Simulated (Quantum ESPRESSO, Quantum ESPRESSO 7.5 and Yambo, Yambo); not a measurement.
**MoS2 (2H monolayer): a self-consistent loop beyond G0W0, cycle by cycle**

Aim: iterate the self-energy on MoS2 (2H monolayer) and follow the gap from cycle to cycle.

Program: Quantum ESPRESSO 7.5 and Yambo 5.3.0. Level of theory: PBE and many-body steps on it, plane waves. Results are calculated unless marked as measured.

**Experimental background.**

- Gap 2.3 eV: quasiparticle (electronic) gap from STS, on graphene; scanning tunnelling spectroscopy; 77 K; monolayer on graphene (“Slow cooling and efficient extraction of C-exciton hot carriers in MoS2 monolayer”, 2017, pmc:5227064).

- Gap 2 eV: quasiparticle gap from STS, about 4 nm away from grain boundary; scanning tunnelling spectroscopy; 300 K; monolayer on HOPG (“Evolution of Metastable Defects and Its Effect on the Electronic Properties of MoS2 Films”, 2018, pmc:5928116).

- Gap 1.91 eV: optical gap, A exciton transition from reflectance; reflectance spectroscopy; 300 K; monolayer (pristine monolayer) on SiO2/Si (“Room-Temperature Photoluminescence Mediated by Sulfur Vacancies in 2D Molybdenum Disulfide”, 2023, pmc:10373523).

- Gap 1.85 eV: direct optical (excitonic) gap at K from absorption onset; UV-vis absorption; monolayer (CVD-grown monolayer) (“All‐Inorganic Perovskite Quantum Dot‐Monolayer MoS2 Mixed‐Dimensional van der Waals Heterostructure for Ultrasensitive Photodetector”, 2018, pmc:6299711).

- Gap 2.35 eV: quasiparticle gap from STS; scanning tunneling spectroscopy; monolayer (exfoliated monolayer on few-layer hBN, back gate 50 V) on hBN (“Impact of intrinsic and extrinsic imperfections on the electronic and optical properties of MoS2”, 2019, arxiv:1905.01242).

This is a selection; 32 further reports are not listed.

### Step 1. The starting structure

The cell holds 3 atoms: 1 Mo and 2 S. Cell: a = 3.185 Å, b = 3.185 Å, c = 16.000 Å, α = 90.0°, β = 90.0°, γ = 120.0°. It derives from  ([{'formula': 'MoS2', 'spacegroup': 194, 'source': 'prototype of the bulk crystal'}]). Vacuum lies along c.

The structure was relaxed with PBE. The runs that relaxed it are not among those shown.

### Step 2. Empty states on the mesh, 6×6×1 mesh, 65 bands

This step: Quantum ESPRESSO 7.5; DFT, PBE, plane waves, norm-conserving pseudopotentials.

The sums over transitions need many empty states on a uniform mesh; this step solves for them.

File pw.in:

```
&control
  calculation = 'nscf'
  prefix = 'x'
  outdir = 'o'
  pseudo_dir = 'pseudo'
/
&system
  ibrav = 0
  nat = 3
  ntyp = 2
  ecutwfc = 72.0
  nbnd = 65
  force_symmorphic = .true.
/
&electrons
  conv_thr = 1e-9
  electron_maxstep = 80
  diago_full_acc = .true.
  diago_thr_init = 5e-6
/
ATOMIC_SPECIES
  Mo 95.95 Mo.upf
  S 32.06 S.upf
CELL_PARAMETERS angstrom
  3.1851871491 0.0000000002 0.0000000000
  -1.5925935747 2.7584529868 0.0000000000
  0.0000000000 0.0000000000 16.0000000000
ATOMIC_POSITIONS crystal
  Mo 0.3333333333 0.6666666667 0.5000000000
  S 0.6666666667 0.3333333333 0.5976878827
  S 0.6666666667 0.3333333333 0.4023121173
K_POINTS automatic
  6 6 1 0 0 0
```

Launch:

```bash
> OMP_NUM_THREADS=1 mpirun -n 8 pw.x -nk 4 -in pw.in > pw.out
```

Log:

```text
Program PWSCF v.7.5 starts

     This program is part of the open-source Quantum ESPRESSO suite
     for quantum simulation of materials; please cite
         "P. Giannozzi et al., J. Phys.:Condens. Matter 21 395502 (2009);
         "P. Giannozzi et al., J. Phys.:Condens. Matter 29 465901 (2017);
         "P. Giannozzi et al., J. Chem. Phys. 152 154105 (2020);
     in publications or presentations arising from this work. More details at

     Atomic positions and unit cell read from directory:
     o/x.save/

     Message from routine setup:
[...]
29.4691

          k =-0.0000 0.3849 0.0000 (  9806 PWs)   bands (ev):

[...]
22.4930  23.7089  23.8251  23.9900  24.4341  24.8247  24.8695  25.9108
    26.1224  26.7360  26.7833  27.2192  27.3668  28.0212  28.6856  28.8619
    28.9903

          k = 0.0000-0.5774 0.0000 (  9802 PWs)   bands (ev):

     [... further k-points ...]

     highest occupied, lowest unoccupied level (ev):     0.2653    1.9226

     XML data file, pseudopotentials, collected wavefunctions

=------------------------------------------------------------------------------=
   JOB DONE.
=------------------------------------------------------------------------------=
```

The job ended after 6.8 s (8 MPI ranks of Arm Neoverse V2, shared host; peak memory 0.64 GiB).

This step gave:

```
gap                                                           : 1.657 eV
k of the valence top                                          : 0, 0, 0
k of the conduction bottom                                    : 0.3333, 0.3333, 0
least direct gap                                              : 1.676 eV
k points computed                                             : 7
lowest point of the top converged band, above the valence top : 27.62 eV
```

On this mesh the gap is 1.657 eV.

The density comes from a self-consistent run that is not shown.

### Step 3. Conversion and set-up

This step: Yambo 5.3.0; conversion and set-up on PBE, plane waves, norm-conserving pseudopotentials.

The states are converted to the many-body program's format and the q mesh is built.

Launch:

```bash
> (cd o/x.save; p2y > p2y.log; mv SAVE ../..); yambo > setup.log
```

Log:

```text
 Yambo, version 5.3.0

 [02] CORE Variables Setup
 =========================

  [02.01] Unit cells
  ==================

  Cell kind             :  HCP
  Atoms in the cell     :  Mo  S
  number of Mo atoms    :  1
  number of S  atoms    :  2

  List of atomic masses
  Mass of Mo    :  95.95000
  Mass of S     :  32.06000

  List of atomic coordinates    : [cc]
  Mo1       : -0.48993E-09   3.4751       15.118      order 1
  S1       :   3.00957   1.73757  18.07146  order 2
  S2       :   3.00957   1.73757  12.16416  order 3

[...]
BZ  Q-points                                      :   36

 K/Q-points units:
 rlu = crystal or reduced units; cc = cartesian coordinates; iku = interal k-units

 Q [1]          [rlu]:  0.000000  0.000000  0.000000
 Q [2]          [rlu]: -0.13403E-16  0.16667       0.0000
 Q [3]          [rlu]: -0.26805E-16  0.33333       0.0000
 Q [4]          [rlu]:  0.40208E-16 -0.50000       0.0000
 Q [5]          [rlu]:  0.166667  0.166667  0.000000
 Q [6]          [rlu]:  0.166667  0.333333  0.000000
 Q [7]          [rlu]:  0.333333  0.333333  0.000000

  [03.01] X indexes
  =================

   [03.01.01] Sigma indexes
   ========================

 [06] Game Over & Game summary
```

The job ended after 2.3 s (1 MPI rank; peak memory 0.25 GiB).

### Step 4. G0W0

Now the one-shot GW correction: screening in the RPA, then the self-energy of the levels asked for.

This step: G0W0 on PBE, plane waves, norm-conserving pseudopotentials.

File gw1.in:

```
HF_and_locXC
gw0
dyson
ppa
em1d
rim_cut
rim_w
RandQpts= 3000000
RandGvec= 100 RL
CUTGeo= "slab z"
RandGvecW= 9 RL
EXXRLvcs= 72 Ry
VXCRLvcs= 288 Ry
Chimod= "HARTREE"
% BndsRnXp
 1 | 65 |
%
NGsBlkXp= 7 Ry
% LongDrXp
 1 | 1 | 0 |
%
% GbndRnge
 1 | 65 |
%
DysSolver= "n"
ExtendOut
PPAPntXp= 27.21138 eV
% QPkrange
 1 | 1 | 12 | 15 |
 7 | 7 | 12 | 15 |
%
```

Launch:

```bash
> OMP_NUM_THREADS=2 mpirun -n 4 yambo -F gw1.in -J gw1 -C gw1 > gw1.log
```

Log:

```text
 Yambo, version 5.3.0

 [02] CORE Variables Setup
 =========================

  [... cell, symmetries and grids as in the set-up ...]

  [02.05] Energies & Occupations
  ==============================

  [X] === General ===
  [X] Electronic Temperature                        :  0.000000  0.000000 [eV K]
  [X] Bosonic    Temperature                        :  0.000000  0.000000 [eV K]
  [X] Finite Temperature mode                       : no
  [X] El. density                                   :  0.18495E+24 [cm-3]
  [X] Fermi Level                                   :  0.265298 [eV]

  [X] === Gaps and Widths ===
  [X] Conduction Band Min                           :  1.657324 [eV]
  [X] Valence Band Max                              :  0.000000 [eV]
  [X] Filled Bands                                  :  13
  [X] Empty Bands                                   :   14   65
  [X] Direct Gap                                    :  1.675645 [eV]
  [X] Direct Gap localized at k                     :   7
  [X] Indirect Gap                                  :  1.657324 [eV]
  [X] Indirect Gap between kpts                     :   1   7
  [X] Last valence band width                       :  0.962497 [eV]
  [X] 1st conduction band width                     :  1.095037 [eV]

 [03] Transferred momenta grid and indexing
 ==========================================

 IBZ Q-points                                      :   7
 BZ  Q-points                                      :   36

 K/Q-points units:
 rlu = crystal or reduced units; cc = cartesian coordinates; iku = interal k-units

 Q [1]          [rlu]:  0.000000  0.000000  0.000000
 Q [2]          [rlu]: -0.13403E-16  0.16667       0.0000
 Q [3]          [rlu]: -0.26805E-16  0.33333       0.0000
 Q [4]          [rlu]:  0.40208E-16 -0.50000       0.0000
 Q [5]          [rlu]:  0.166667  0.166667  0.000000
 Q [6]          [rlu]:  0.166667  0.333333  0.000000
 Q [7]          [rlu]:  0.333333  0.333333  0.000000

 [04] Coloumb potential Random Integration (RIM)
 ===============================================

 Performing RIM of v_slab

  [04.01] RIM initialization
  ==========================

  * Diagonal components only detected *

  8 x (sBL volume)        :  0.058105 [a.u.]
  sBZ random points       :  3000000
  Points outside the sBZ  :  24000829
  RL volume               :  0.261470 [a.u.]
  Integrated volume       :  0.261461 [a.u.]

  [04.02] RIM integrals
  =====================

  Gamma point sphere radius             :  0.047170 [a.u.]
  Points outside the sphere             :  2398884
  [Int_sBZ(q=0) 1/q^2]*(Vol_sBZ)^(-1/3) =:  7.613553
                                 should be <:  7.795600

  Summary of Coulomb integrals for non-metallic bands |Q|[au] RIM/Bare

  Q [1] 0.100000E-4 0.976648 * Q [2] 0.200893 1.066528
  Q [5] 0.347956 1.040626 * Q [3] 0.401785 1.032674
  Q [6] 0.531512 1.019833 * Q [4] 0.602678 1.015592
  Q [7] 0.695913 1.011635
  Non-periodic chartesian directions : none
  Optical renormalization            :  30.23562 [au]
  Polarizability dimension           : length

 [05] Coloumb potential CutOffslab
 =================================

 Cut directionsZ
 Slab Cutoff:Z
 Symmetry test passed : yes

 [06] Dipoles
 ============

  [06.01] Setup: observables and procedures
  =========================================

  [WARNING] [x,Vnl] slows the Dipoles computation. To neglect it rename the ns.kb_pp file

 [07] Dynamic Dielectric Matrix (PPA)
 ====================================

 [WR./gw1//ndb.pp]---------------------------------------------------------------
  Brillouin Zone Q/K grids (IBZ/BZ)                :    7   36    7   36
  RL vectors                                       :  12105 [WF]
  Coulomb cutoff potential                         : slab z
  Electronic Temperature                           :  0.000000 [K]
  Bosonic    Temperature                           :  0.000000 [K]
  PPA    diel. fun.  energies                      : Perdew, Burke & Ernzerhof(X)+Perdew, Burke & Ernzerhof(C)
[...]
E_xc :  -24.84285 [Ry]

  Local XC kind (lXC) : Perdew, Burke & Ernzerhof(X)+Perdew, Burke & Ernzerhof(C)
  Non-Local XC kind (nlXC) : Hartree-Fock

  Corrections @ K [1] :  [eV]
 <12|nlXC|12> = -17.83048 -0.34012E-17 <12|lXC|12> = -16.07671  0.37763E-15
 <13|nlXC|13> = -16.33797 -0.90770E-17 <13|lXC|13> = -15.34936  0.18882E-15
 <14|nlXC|14> = -11.15461  0.12606E-17 <14|lXC|14> = -15.61704  0.18882E-15
 <15|nlXC|15> = -11.15459  0.46214E-18 <15|lXC|15> = -15.61703 -0.18882E-15

  Corrections @ K [7] :  [eV]
 <12|nlXC|12> = -17.62197 -0.39201E-17 <12|lXC|12> = -14.49070  0.53105E-16
 <13|nlXC|13> = -16.85910 -0.12883E-16 <13|lXC|13> = -16.36294 -0.14161E-15
 <14|nlXC|14> = -13.44915  0.10791E-17 <14|lXC|14> = -17.57916  0.94408E-16
 <15|nlXC|15> = -10.37564  0.23277E-17 <15|lXC|15> = -15.33095 -0.18882E-15

  [08.01] Hartree-Fock occupations report
  =======================================

  [Hartree-Fock] === General ===
  [Hartree-Fock] Electronic Temperature             :  0.000000  0.000000 [eV K]
  [Hartree-Fock] Bosonic    Temperature             :  0.000000  0.000000 [eV K]
  [Hartree-Fock] Finite Temperature mode            : no
  [Hartree-Fock] El. density                        :  0.18495E+24 [cm-3]
  [Hartree-Fock] Fermi Level                        :  0.265298 [eV]

  [Hartree-Fock] === Gaps and Widths ===
  [Hartree-Fock] Conduction Band Min                :  1.934129 [eV]
  [Hartree-Fock] Valence Band Max                   : -0.286826 [eV]
  [Hartree-Fock] Filled Bands                       :  13
  [Hartree-Fock] Empty Bands                        :   14   65
  [Hartree-Fock] Direct Gap                         :  2.581975 [eV]
  [Hartree-Fock] Direct Gap localized at k          :  2
  [Hartree-Fock] Indirect Gap                       :  2.220955 [eV]
  [Hartree-Fock] Indirect Gap between kpts          :   2   5
  [Hartree-Fock] Last valence band width            :  0.701788 [eV]
  [Hartree-Fock] 1st conduction band width          :  5.280664 [eV]

 [09] Dyson equation: Newton solver
 ==================================

  [09.01] RIM-W interpolation
  ===========================

  [WARNING] RIM-W works only for 2D semiconductors with slab cutoff
  Found compatible q grid: 2D
  q_min[ 1 ]:  0.16667      0.71655E-12   0.0000     [rlu]
   0.166667  0.083333  0.000000 [iku]
  q_min[ 2 ]:  0.13403E-16  0.16667       0.0000     [rlu]
  -0.12084E-10  0.16667       0.0000     [iku]
  G-vectors :   9
  G-vectors loaded:   65
  Number of interpolated frequencies:  2

  Evaluating coefficients q = 0
  Evaluating coefficients q = 0

  [09.02] RIM-W integrals
  =======================

  8 x (sBL volume)        :  0.058105 [a.u.]
  sBZ random points       :  3000000
  Points outside the sBZ  :  24000829
  RL volume               :  0.261470 [a.u.]
  Integrated volume       :  0.261461 [a.u.]

  [09.03] RIM integrals
  =====================

  Comparison between head Wc = W - v averages: < Wc > [au] RIM-W/RIM

   < -Wc [Q = 1] > 0.422543E-1 0.612326E-4 * < -Wc [Q = 2] > 0.005301 0.005085
   < -Wc [Q = 3] > 0.913639E-3 0.895047E-3 * < -Wc [Q = 4] > 0.306565E-3 0.303279E-3
   < -Wc [Q = 5] > 0.001334 0.001300 * < -Wc [Q = 6] > 0.434300E-3 0.429264E-3
   < -Wc [Q = 7] > 0.206103E-3 0.204734E-3

  Comparison between head Wc = W - v averages: < Wc > [au] RIM-W/RIM

   < -Wc [G = 1,G`=0] > 0.422543E-1 0.612326E-4 * < -Wc [G = 2,G`=0] >-0.002935 0.000000
   < -Wc [G = 3,G`=0] >-0.002935 0.000000 * < -Wc [G = 4,G`=0] > 0.521272E-4  0.00000
   < -Wc [G = 5,G`=0] > 0.521272E-4  0.00000 * < -Wc [G = 6,G`=0] > 0.166930E-3  0.00000
   < -Wc [G = 7,G`=0] > 0.166930E-3  0.00000 * < -Wc [G = 8,G`=0] >-0.399452E-4  0.00000
   < -Wc [G = 9,G`=0] >-0.399452E-4  0.00000

 [10] G0W0 (W PPA)
 =================

 [  GW  ] Bands range     :    1   65
 [GW/PPA] G damping       :  0.100000 [eV]

 QP @ state[ 1 ] K range:  1  1
 QP @ state[ 1 ] b range:  12  15
 QP @ state[ 2 ] K range:   7   7
 QP @ state[ 2 ] b range:  12  15

  Sc/G bands                                       :    1   65
  Sc/G damping                                     :  0.100000 ev
  Sc bands terminator                              : no
  Sx RL components                                 :   9759

  QP @ state[ 1 ] K range                          :  1  1
  QP @ state[ 1 ] b range                          :  12  15
  QP @ state[ 2 ] K range                          :   7   7
  QP @ state[ 2 ] b range                          :  12  15
  GF energies kind                                 : Perdew, Burke & Ernzerhof(X)+Perdew, Burke & Ernzerhof(C)
  GF WF`s kind                                     : Perdew, Burke & Ernzerhof(X)+Perdew, Burke & Ernzerhof(C)
  Xs energies kind                                 : Perdew, Burke & Ernzerhof(X)+Perdew, Burke & Ernzerhof(C)
  Xs WF`s kind                                     : Perdew, Burke & Ernzerhof(X)+Perdew, Burke & Ernzerhof(C)

 [14] Game Over & Game summary
```

It took 54 s on 4 MPI ranks; peak memory 2.2 GiB.

Numbers from this step:

```
G0W0 gap on the points computed              : 2.589 eV
starting gap on the mesh                     : 1.657 eV
k of the valence top                         : 0.3333, 0.3333, 0
k of the conduction bottom                   : 0.3333, 0.3333, 0
least direct G0W0 gap on the computed points : 2.589 eV
Z at the valence top                         : 0.7384
Z at the conduction bottom                   : 0.7343
```

The gap on the mesh goes from 1.66 eV to 2.59 eV, a correction of +0.93 eV.

### Step 5. evGW0, cycle 1

This step: evGW0 on PBE, plane waves, norm-conserving pseudopotentials.

gw3.in, as its differences from gw1.in of step 4:

```diff
@@ -28,4 +28,4 @@
 % QPkrange
- 1 | 1 | 12 | 15 |
- 7 | 7 | 12 | 15 |
+ 1 | 7 | 5 | 18 |
 %
+GfnQPdb= "E < ./gw2/ndb.QP"
```

Launch:

```bash
> OMP_NUM_THREADS=2 mpirun -n 4 yambo -F gw3.in -J gw3,gw1_W -C gw3 > gw3.log
```

Log:

```text
 Yambo, version 5.3.0

 [02] CORE Variables Setup
 =========================

  [... cell, symmetries and grids as in the set-up ...]

  [02.05] Energies & Occupations
  ==============================

  [X] === General ===
  [X] Electronic Temperature                        :  0.000000  0.000000 [eV K]
  [X] Bosonic    Temperature                        :  0.000000  0.000000 [eV K]
  [X] Finite Temperature mode                       : no
  [X] El. density                                   :  0.18495E+24 [cm-3]
  [X] Fermi Level                                   :  0.265298 [eV]

  [X] === Gaps and Widths ===
  [X] Conduction Band Min                           :  1.657324 [eV]
  [X] Valence Band Max                              :  0.000000 [eV]
  [X] Filled Bands                                  :  13
  [X] Empty Bands                                   :   14   65
  [X] Direct Gap                                    :  1.675645 [eV]
  [X] Direct Gap localized at k                     :   7
  [X] Indirect Gap                                  :  1.657324 [eV]
  [X] Indirect Gap between kpts                     :   1   7
  [X] Last valence band width                       :  0.962497 [eV]
  [X] 1st conduction band width                     :  1.095037 [eV]

 [03] Transferred momenta grid and indexing
 ==========================================

 IBZ Q-points                                      :   7
 BZ  Q-points                                      :   36

 K/Q-points units:
 rlu = crystal or reduced units; cc = cartesian coordinates; iku = interal k-units

 Q [1]          [rlu]:  0.000000  0.000000  0.000000
 Q [2]          [rlu]: -0.13403E-16  0.16667       0.0000
 Q [3]          [rlu]: -0.26805E-16  0.33333       0.0000
[...]
[G+QP] Indirect Gap                               :  2.588521 [eV]
  [G+QP] Indirect Gap between kpts                  :   7   7
  [G+QP] Last valence band width                    :  1.130763 [eV]
  [G+QP] 1st conduction band width                  :  0.930223 [eV]

  [coarse-grid] Minimum Bare Gap        [ev]:  1.657324
  [coarse-grid] Minimum Gap Correction  [ev]:  0.931197

  Eqp @ K [1]
  -59.86568 -34.65169 -34.45059 -34.45059 -14.04021 -12.97967  -6.25475  -2.82032
  -2.820384 -2.580768 -1.666442 -1.666294 -0.151013  3.518744  3.518438  3.695711
    3.69590   5.00543   6.17676   6.56293   7.32878   8.85276   8.93755  10.22358
[...]
Eqp @ K [2]
[...]
Eqp @ K [3]
[...]
Eqp @ K [4]
[...]
Eqp @ K [5]
[...]
Eqp @ K [6]
[...]
Eqp @ K [7]
[...]
5.87230   7.81991   7.71660   9.40744  10.10046  10.73700  11.11051  11.13786
   11.27696  11.43622  11.90271  12.12101  12.14998  12.20602  12.62768  13.07474

 [08] Dipoles
 ============

  [08.01] Setup: observables and procedures
  =========================================

 [09] Dynamic Dielectric Matrix (PPA)
 ====================================

  Sc/G bands                                       :    1   65
  Sc/G damping                                     :  0.100000 ev
  Sc bands terminator                              : no
  Sx RL components                                 :   9759

  QP @ state[ 1 ] K range                          :   1   7
  QP @ state[ 1 ] b range                          :   5  18
  GF energies kind                                 : Perdew, Burke & Ernzerhof(X)+Perdew, Burke & Ernzerhof(C)+ E < ./gw2/ndb.QP + @E Fit
  GF WF`s kind                                     : Perdew, Burke & Ernzerhof(X)+Perdew, Burke & Ernzerhof(C)
  Xs energies kind                                 : Perdew, Burke & Ernzerhof(X)+Perdew, Burke & Ernzerhof(C)
  Xs WF`s kind                                     : Perdew, Burke & Ernzerhof(X)+Perdew, Burke & Ernzerhof(C)

 [16] Game Over & Game summary
```

Run time: 2.4 min. Hardware: 4 MPI ranks; peak memory 2.3 GiB; 18 min of CPU time.

Numbers from this step:

| Item | Value |
| --- | --- |
| quasiparticle gap on the mesh | 2.734 eV |
| gap of the density functional on the mesh | 1.657 eV |
| k of the valence top | 0.3333, 0.3333, 0 |
| k of the conduction bottom | 0.3333, 0.3333, 0 |
| least direct quasiparticle gap on the computed points | 2.734 eV |
| Z at the valence top | 0.7416 |
| Z at the conduction bottom | 0.7572 |

Against G0W0 in Yambo (6×6×1 mesh, 65 bands, screening to 95.2 eV, Godby-Needs plasmon pole), the gap moves by +0.145 eV.

The program's own table gives 2.932 eV, which is too large where the input levels are shifted: this version takes Σc at the unshifted level E₀, yet steps from the shifted one. The value above is the Newton step from E₀, E₀ + Z(Σc + Σx − Vxc), rebuilt from the printed columns.

[end of part 1 of 2]

[Paths, hosts, dates, memory and timing lines, banners, echoed tables and standing remarks are left out of the program output.]

[Logs are printed without paths, hosts, clocks, repeated set-up lines and the standing remarks that a program may print on its own settings, such as how far it seeks lower states.]

[Runs of the session that timed out or met a known fault of the program may be left out.]

[Hosts, paths, dates, database ids (printed as entryN), source tags and the programs' standing remarks are cut or masked in the printed files.]
